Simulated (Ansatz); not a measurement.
**AlN: what symmetry allows forces and stress to be**

```
CELL_PARAMETERS angstrom
3.41638 0.00000 0.00000
-1.70819 2.99806 0.00757
0.00000 0.01106 4.38752
ATOMIC_POSITIONS crystal
Al 0.33638 0.67275 0.74207
Al 0.65786 0.31573 0.25970
N 0.33574 0.67147 0.23382
N 0.67002 0.34005 0.76441
```

The calculation used DFT PBEsol, scalar-relativistic, plane waves, PAW (Ansatz 0.2.0).

Settings: cutoff 420 eV, Γ-centred mesh 9×9×6 on the computed 4-atom cell, Gaussian smearing of 0.02 eV; no spin polarisation.

This distorted cell has space group Cm, with 2 operations.

Problem. Without a calculation: in which directions can each atom feel a force?

Solution. A force must be left unchanged by every operation that keeps its atom in place, so it lies in the space that those operations leave fixed. Atoms that the group maps onto each other feel forces of one size.
```
atom site symmetry operations at the site equivalent to atom allowed force (Cartesian)
 Al1              m                       2                   1  in the plane normal to (1.00, 0.00, 0.00)
 Al2              m                       2                   2  in the plane normal to (1.00, 0.00, 0.00)
  N3              m                       2                   3  in the plane normal to (1.00, 0.00, 0.00)
  N4              m                       2                   4  in the plane normal to (1.00, 0.00, 0.00)
```

That leaves 8 independent force components of 12, tied by 2 conditions that the forces sum to zero, so 6 remain. A relaxation in this cell that keeps the symmetry moves the atoms in these directions alone.

Problem. And the stress tensor?

Solution. It must be invariant under the point group, which leaves 4 independent components: xz, xy vanish.

Problem. Do the computed values obey this?

Solution. Yes. Forces (eV/Å):
```
Al1  0.000 -0.030  0.739
Al2  0.000  0.774 -0.723
N3   0.000 -0.480  1.203
N4   0.000 -0.265 -1.220
```

Stress (GPa, compression positive, xx yy zz yz xz xy): -22.38 -23.13 -20.60 -0.78 0.00 0.00. The program imposes the same operations on density, forces and stress, so this confirms the analysis and is no independent test of the calculation.

This form isn't the usual stable structure of the compound.